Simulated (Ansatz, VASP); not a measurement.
**Two plane-wave programs on KI**

File INCAR:

```
ALGO = Normal ; EDIFF = 1E-6
ENCUT = 520 ; GGA = PE
ISIF = 2 ; ISMEAR = -1
LASPH = True ; LCHARG = False
LREAL = False ; LWAVE = False
NBANDS = 15 ; NELM = 100
PREC = Accurate ; SIGMA = 0.02
```

KPOINTS

```
k-points
0
Gamma
  6 6 6
```

Contents of POSCAR:

```
KI
1.0
   -0.0472391067      3.5324879519      3.5324879519
    3.5324879519     -0.0472391067      3.5324879519
    3.5324879519      3.5324879519     -0.0472391067
K I
1 1
Direct
    0.0000000000      0.0000000000      0.0000000000
    0.5000000000      0.5000000000      0.5000000000
```

Input for Ansatz:

```yaml
crystal:
  lattice:
    - [-0.0472391067, 3.5324879519, 3.5324879519]
    - [3.5324879519, -0.0472391067, 3.5324879519]
    - [3.5324879519, 3.5324879519, -0.0472391067]
  atoms:
    - { symbol: K, position: [0.0, 0.0, 0.0] }
    - { symbol: I, position: [0.5, 0.5, 0.5] }
kpoints:
  mp_grid: { grid: [6, 6, 6] }
  band_path:
    path:
      - [0.0, 0.0, 0.0]
      - [0.5, 0.0, 0.5]
      - [0.625, 0.25, 0.625]
      - [0.375, 0.375, 0.75]
      - [0.5, 0.5, 0.5]
      - [0.5, 0.25, 0.75]
    npoints: 1
hamiltonian:
  xc: pbe
scf:
  occupations: { method: fermi_dirac, width: 0.02 }
  n_extra_bands: 4
output:
  forces: true
  stress: true
  eigenvalues: true
```

Change from the starting cell: epitaxial_111 strain +1.0%.

Alike in both runs: task single point; functional PBE; k mesh 6 × 6 × 6; occupations fermi-dirac, width 0.02 eV; no spin polarisation.

|  | VASP | Ansatz |
| --- | --- | --- |
| version | VASP 6.6.1 | Ansatz 0.2.0 |
| potentials or method | VASP PAW PBE potentials, release 64 (K_sv, I) | plane waves, PAW |
| plane-wave cutoff (eV) | 520 | 420 |
| valence electrons in the cell | 16 | 26 |

|  | VASP | Ansatz | Ansatz less VASP |
| --- | --- | --- | --- |
| gap on the k mesh at the Fermi level (eV) | 3.88 | 3.89 | +0.004 |
| pressure (GPa) | 0.4 | 0.3 | -0.03 |

With one functional, cell and mesh, what is left measures potentials, basis and numerics. The two sets of potentials don't hold the same shells in valence.

Caveats: spin-orbit coupling is left out, which moves the levels of the heavy elements.
